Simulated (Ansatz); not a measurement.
GaN in the rocksalt structure was relaxed with r2SCAN, strained in 3 ways (changes of length per length), its atoms relaxed again with r2SCAN, and run with PBE in the plane-wave code Ansatz. No spin polarisation. The prototype was imposed, so other structures may be more stable.

Biaxial -3.45 % in x and y, z held. Input:
```yaml
crystal:
  lattice:
    - [0.0, 2.0357714583, 2.1085152339]
    - [2.0357714583, 0.0, 2.1085152339]
    - [2.0357714583, 2.0357714583, 0.0]
  atoms:
    - { symbol: Ga, position: [0.0, 0.0, 0.0] }
    - { symbol: "N", position: [0.5, 0.5, 0.5] }
kpoints:
  mp_grid: { grid: [10, 10, 10] }
  band_path:
    path:
      - [0.0, 0.0, 0.0]
      - [0.5, 0.0, 0.5]
      - [0.625, 0.25, 0.625]
      - [0.375, 0.375, 0.75]
      - [0.5, 0.5, 0.5]
      - [0.5, 0.25, 0.75]
      - [0.1875, 0.1875, 0.375]
    npoints: 1
hamiltonian:
  xc: pbe
scf:
  occupations: { method: fermi_dirac, width: 0.02 }
  n_extra_bands: 4
output:
  forces: true
  stress: true
  eigenvalues: true
  write_density: true
  write_potential: true
  elf: true
  volumetric_format: npy
```

Main results, then levels in eV from the Fermi energy at the points of the path (names of the unstrained zone, bands numbered from 0):
```
Crystal: 2 atoms, lattice volume = 17.477 Å³
Basis set: ecut = 420 eV, 331 PW (Γ)
Symmetry: 16 space group operations
Space group: I4/mmm (ITA 139)
k-points: 102 of 1000
Free energy (F): -4166.790945 eV
Fermi energy:    15.135758 eV
--- Stress (GPa, compression-positive) ---
       32.687587       0.000000       0.000000
        0.000000      32.687587       0.000000
        0.000000       0.000000      21.891524
  P = ⅓ Tr σ = 29.0889 GPa (290.889 kbar)
```
```tsv
point	band_4	band_5	band_6	band_7	band_8	band_9	band_10	band_11
Γ	-14.501	-14.450	-1.253	-1.253	-0.946	2.617	14.346	14.631
X	-14.217	-11.249	-8.243	-4.208	-3.699	0.453	7.226	12.319
U	-14.287	-11.802	-7.195	-6.554	-2.930	3.001	8.702	11.434
K	-14.298	-12.044	-7.219	-6.661	-2.675	3.484	9.032	10.987
L	-14.329	-14.301	-9.199	-0.814	-0.601	4.451	8.716	9.411
W	-14.264	-11.760	-6.305	-6.241	-5.451	5.412	10.026	10.392
(0.188,0.188,3/8)	-14.469	-14.261	-5.908	-3.048	-0.462	6.457	8.901	9.337
```

The PBE gap is indirect, 0.91 eV (Γ–K (0.50 of the way from Γ) to X), below the direct gap of 3.56 eV at Γ. (Of the valleys that strain may split, one alone was solved off the mesh, so this is an upper bound.) With the atoms held, the mean pressure is +29.09 GPa (compression positive).

Uniaxial +4.16 % along [111], other directions held. These blocks change:
```yaml
crystal:
  lattice:
    - [0.0584761558, 2.1669913897, 2.1669913897]
    - [2.1669913897, 0.0584761558, 2.1669913897]
    - [2.1669913897, 2.1669913897, 0.0584761558]
  atoms:
    - { symbol: Ga, position: [0.0, 0.0, 0.0] }
    - { symbol: "N", position: [0.5, 0.5, 0.5] }
output:
  forces: true
  stress: true
  eigenvalues: true
```

```
Crystal: 2 atoms, lattice volume = 19.528 Å³
Basis set: ecut = 420 eV, 369 PW (Γ)
Symmetry: 12 space group operations
Space group: R-3m (ITA 166)
k-points: 116 of 1000
Free energy (F): -4166.934218 eV
Fermi energy:    12.839209 eV
--- Stress (GPa, compression-positive) ---
       -0.862145      -5.770694      -5.770694
       -5.770694      -0.862145      -5.770694
       -5.770694      -5.770694      -0.862145
  P = ⅓ Tr σ = -0.8621 GPa (-8.621 kbar)
```
```tsv
point	band_4	band_5	band_6	band_7	band_8	band_9	band_10	band_11
Γ	-14.228	-14.228	-1.079	-0.548	-0.548	1.553	13.462	14.581
X	-14.061	-11.349	-7.105	-3.407	-2.909	0.117	7.564	11.230
U	-14.107	-11.760	-6.260	-5.933	-2.070	2.905	8.449	10.636
K	-14.107	-11.760	-6.260	-5.933	-2.070	2.905	8.449	10.636
L	-14.124	-14.124	-8.662	-0.232	-0.232	4.787	8.628	9.224
W	-14.068	-11.562	-5.471	-5.365	-4.728	4.578	9.124	9.709
(0.188,0.188,3/8)	-14.236	-14.008	-5.341	-2.627	-0.131	5.716	8.158	9.517
```

With PBE the valence top lies at Γ–K (0.50 of the way from Γ) and the conduction bottom at X, 0.25 eV higher; the smallest vertical gap, at Γ, is 2.10 eV. (Of the valleys that strain may split, one alone was solved off the mesh, so this is an upper bound.) The mean pressure at these positions is -0.86 GPa, compression counted positive.

Uniaxial +3.31 % along z, other directions held. These blocks change:
```yaml
crystal:
  lattice:
    - [0.0, 2.1085152339, 2.1783070881]
    - [2.1085152339, 0.0, 2.1783070881]
    - [2.1085152339, 2.1085152339, 0.0]
  atoms:
    - { symbol: Ga, position: [0.0, 0.0, 0.0] }
    - { symbol: "N", position: [0.5, 0.5, 0.5] }
```

```
Crystal: 2 atoms, lattice volume = 19.369 Å³
Basis set: ecut = 420 eV, 363 PW (Γ)
Symmetry: 16 space group operations
Space group: I4/mmm (ITA 139)
k-points: 102 of 1000
Free energy (F): -4166.955815 eV
Fermi energy:    12.930949 eV
--- Stress (GPa, compression-positive) ---
        2.842617       0.000000       0.000000
        0.000000       2.842617       0.000000
        0.000000       0.000000      -2.336642
  P = ⅓ Tr σ = 1.1162 GPa (11.162 kbar)
```
```tsv
point	band_4	band_5	band_6	band_7	band_8	band_9	band_10	band_11
Γ	-14.194	-14.154	-0.788	-0.788	-0.506	1.746	14.107	14.373
X	-13.979	-11.171	-7.103	-3.437	-2.984	0.146	7.471	11.603
U	-14.032	-11.602	-6.181	-5.802	-2.320	2.709	8.508	10.897
K	-14.044	-11.815	-6.185	-5.897	-2.118	3.111	8.779	10.470
L	-14.065	-14.043	-8.325	-0.458	-0.298	4.358	8.491	8.886
W	-14.017	-11.585	-5.362	-5.327	-4.865	4.880	9.690	9.728
(0.188,0.188,3/8)	-14.174	-13.978	-5.400	-2.424	-0.152	5.797	8.358	9.243
```

PBE gives an indirect gap of 0.30 eV, from Γ–K (0.50 of the way from Γ) to X; the least direct gap is 2.25 eV at Γ. (Strain can split the valleys, and only one was followed off the mesh: the true gap may be a little smaller.) With the atoms held, the mean pressure is +1.12 GPa (compression positive).
